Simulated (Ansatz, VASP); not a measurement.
HfH3: VASP beside Ansatz

The input INCAR:

```
SYSTEM = HfH3
ALGO = Normal
EDIFF = 1E-6
ENCUT = 520
GGA = PS
ISIF = 2
ISMEAR = -1
LASPH = .TRUE.
LCHARG = .TRUE.
LELF = .TRUE.
LREAL = .FALSE.
LVHAR = .TRUE.
LWAVE = .FALSE.
NBANDS = 14
NELM = 80
PREC = Accurate
SIGMA = 0.05
```

KPOINTS

```
k-points
0
G
  8 8 8
  0 0 0
```

The input POSCAR:

```
HfH3
1.0
    3.1251408391      0.0000000000      0.0000000000
    0.0000000000      3.1251408391      0.0000000000
    0.0000000000      0.0000000000      3.1251408391
Hf H
1 3
Direct
    0.0000000000      0.0000000000      0.0000000000
    0.0000000000      0.5000000000      0.5000000000
    0.5000000000      0.0000000000      0.5000000000
    0.5000000000      0.5000000000      0.0000000000
```

Input for Ansatz:

```yaml
crystal:
  lattice:
    - [3.1251408390535276, 0.0, 0.0]
    - [0.0, 3.1251408390535276, 0.0]
    - [0.0, 0.0, 3.1251408390535276]
  atoms:
    - { symbol: Hf, position: [0.0, 0.0, 0.0] }
    - { symbol: H, position: [0.0, 0.5, 0.5] }
    - { symbol: H, position: [0.5, 0.0, 0.5] }
    - { symbol: H, position: [0.5, 0.5, 0.0] }
basis:
  ecutwfc: 500.0
kpoints:
  mp_grid:
    grid: [8, 8, 8]
hamiltonian:
  xc: pbesol
scf:
  occupations:
    method: fermi_dirac
    width: 0.05
output:
  stress: true
```

The cell comes from a database or a generator and needn't be the stable form of this composition.

Alike in both runs: task single point; functional PBEsol; k mesh 8 × 8 × 8; occupations fermi-dirac, width 0.05 eV; no spin polarisation.

|  | VASP | Ansatz |
| --- | --- | --- |
| version | VASP 6.6.1 | Ansatz 0.2.0 |
| potentials or method | VASP PAW PBE potentials, release 64 (Hf_pv, H) | plane waves, PAW |
| plane-wave cutoff (eV) | 520 | 500 |
| valence electrons in the cell | 13 | 29 |

```tsv
	VASP	Ansatz	Ansatz less VASP
pressure (GPa)	-9.7	-9.0	+0.70
```

The two sets of potentials don't hold the same shells in valence.

Caveats: the PAW data sets were made with another functional, which shifts forces and pressure a little (VASP). The runs have no spin-orbit coupling, so splittings on Hf are missing.
